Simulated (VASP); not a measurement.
Input of a VASP 6.6.1 run:

The input INCAR:

```
PREC = Accurate
ENCUT = 520
EDIFF = 1E-7
ISMEAR = 0
SIGMA = 0.1
LREAL = False
LASPH = True
NELM = 100
ALGO = Normal
ISIF = 2
LWAVE = False
LCHARG = True
GGA = PS
LELF = True
LVHAR = True
NBANDS = 12
```

The input KPOINTS:

```
Automatic mesh
0
Gamma
  18 18 18
```

Contents of POSCAR:

```
Au
1.0
   -1.6198059000      1.6198059000      1.6198059000
    1.6198059000     -1.6198059000      1.6198059000
    1.6198059000      1.6198059000     -1.6198059000
Au
1
Direct
    0.0000000000      0.0000000000      0.0000000000
```

Potentials or basis: VASP PAW PBE potentials, release 64 (Au).

The run is started by

```sh
$ cat potpaw_PBE.64/Au/POTCAR > POTCAR
$ mpirun -np 1 vasp_std > vasp.out
```

Question: What does it give for the band gap on the k mesh?

Answer: None (metal or under the smearing width).

Question: Predict the pressure.

Answer: 0.1 GPa.

Caveat: the PAW data sets were made with another functional, which shifts forces and pressure a little. Spin-orbit coupling is left out, which matters for the levels of Au.
